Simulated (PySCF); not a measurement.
## One molecule, many functionals

C₃H₄N₂.
Geometry (PBE0-D3(BJ)/def2-SVP, Å), atoms numbered from 1 in this order:
```
atom  x, y, z in Å
C1     0.2488    0.4712   -0.8675
C2     1.2021    0.1912    0.1373
N3     0.6534   -0.4259    1.1742
N4    -0.6297   -0.5460    0.8528
C5    -0.9346   -0.0277   -0.3592
H6     0.3999    0.9671   -1.8230
H7     2.2676    0.4188    0.1434
H8    -1.2611   -0.9987    1.5007
H9    -1.9463   -0.0500   -0.7586
```

Linear-response calculations in the def2-SVPD basis (PySCF; singlets by full response, triplets Tamm–Dancoff, core orbitals frozen in the response; HF means time-dependent Hartree–Fock). 'Strongest' is the level of largest summed f among the singlets computed (10 roots, of which the last may lack a degenerate partner); it can jump between rows when another state enters that window. S1 is the lowest singlet of each run and needn't be the same state throughout; f(S1) is that of one state. Geometry: PBE0-D3(BJ)/def2-SVP; no solvent, vibrations or thermal averaging.

```csv
functional,kind,S1 (eV),f(S1),strongest (eV),T1 (eV),HOMO (eV),gap (eV),"ionisation energy, ΔSCF (eV)"
LDA,LDA,6.33,0.003,7.04,5.03,-6.41,5.58,9.86
PBE,GGA,6.34,0.004,7.01,4.83,-6.20,5.60,9.55
B3LYP,"global hybrid, 20% exact exchange",6.60,0.006,7.04,4.72,-7.06,7.19,9.53
PBE0,"global hybrid, 25% exact exchange",6.81,0.055,7.16,4.71,-7.29,7.68,9.50
BHandHLYP,"global hybrid, 50% exact exchange",6.95,0.095,8.58,4.53,-8.20,9.55,9.26
CAM-B3LYP,range-separated hybrid,6.85,0.075,8.47,4.68,-8.59,10.09,9.54
wB97X-D,range-separated hybrid,6.87,0.073,8.50,4.80,-9.13,11.32,9.52
LC-wPBE,range-separated hybrid,7.02,0.095,8.67,4.63,-9.95,12.56,9.60
HF,Hartree–Fock,6.95,0.101,8.91,4.01,-9.51,12.36,not settled
```

S1 runs from 6.33 eV (LDA) to 7.02 eV (LC-wPBE), a spread of 0.68 eV, while the orbital gap spreads over 7.0 eV. −ε(HOMO) comes closest to its own ΔSCF ionisation energy with LC-wPBE (+0.35 eV) and misses most with LDA (-3.45 eV). 'Not settled' means that the ion's SCF failed to converge or may have ended in another state than the lowest.
